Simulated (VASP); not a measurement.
Set up this calculation in VASP 6.6.1, as the native input.

| Quantity | Value |
| --- | --- |
| Task | relaxation of cell and atoms |
| Functional | PBE |
| Potentials or basis | VASP PAW PBE potentials, release 64 (Zr_sv, S) |
| Cutoff | 600 eV |
| k mesh | 9 × 9 × 6 |
| Occupations | gaussian, width 0.02 eV |
| Spin | no spin polarisation |
| Further INCAR settings | ALGO = Normal; EDIFF = 1e-07; IBRION = 2; EDIFFG = -0.005; NSW = 90; ISIF = 3 |

The structure of ZrS2 lies in POSCAR:

```
ZrS2
1.0
    3.6913825500      0.0000000000      0.0000000000
   -1.8456912700      3.1968310600      0.0000000000
    0.0000000000      0.0000000000      6.0410770100
Zr S
1 2
Direct
    0.0000000000      0.0000000000      0.0000000000
    0.6666666700      0.3333333300      0.7620900300
    0.3333333300      0.6666666700      0.2379099700
```

The cell is a database's computed one.

These files were run (other wordings do the same):

INCAR

```
SYSTEM = ZrS2
ALGO     = Normal         ! electronic algorithm
EDIFF    = 1E-7           ! SCF threshold, eV
EDIFFG   = -0.005         ! ionic threshold
ENCUT    = 600            ! plane-wave cutoff, eV
GGA      = PE             ! functional
IBRION   = 2              ! ionic algorithm
ISIF     = 3              ! what is computed and relaxed
ISMEAR   = 0              ! smearing method
LASPH    = .True.         ! aspherical terms in the spheres
LCHARG   = .False.        ! write CHGCAR
LREAL    = .False.        ! projectors in reciprocal space
LWAVE    = .False.        ! write WAVECAR
NELM     = 100            ! most SCF steps
NSW      = 90             ! ionic steps
PREC     = Accurate       ! precision mode
SIGMA    = 0.02           ! smearing width, eV
```

KPOINTS

```
k-points
0
Gamma
  9 9 6
  0 0 0
```

Potentials or basis: VASP PAW PBE potentials, release 64 (Zr_sv, S).

The run is started by

```sh
$ cat potpaw_PBE.64/Zr_sv/POTCAR potpaw_PBE.64/S/POTCAR > POTCAR
$ mpirun -np 1 vasp_std > vasp.out
```

It gave:

```json
{
  "Relaxed volume": "25.95 Å³/atom",
  "Relaxed cell": "a = 3.684 Å, b = 3.684 Å, c = 6.622 Å, α = 90.00°, β = 90.00°, γ = 120.00°",
  "Space group after relaxing (to 0.05 Å)": "P-3m1 (No. 164)",
  "Energy gained by relaxing": "4.9 meV/atom",
  "Ionic steps": "37",
  "Pressure after relaxing": "0.0 GPa",
  "Largest force after relaxing": "0.004 eV/Å",
  "Band gap on the k mesh": "1.14 eV, indirect (least direct gap 1.69 eV)"
}
```

Caveat: an odd mesh through Γ misses points on the zone boundary, where band edges often lie; this functional lacks dispersion, which binds the layers, so the pressure and a relaxed spacing across them are unreliable.

Run time: 20 min on 1 thread of Intel(R) Xeon(R) Platinum 8488C (Sapphire Rapids), on a shared host, peak memory 0.25 GiB.
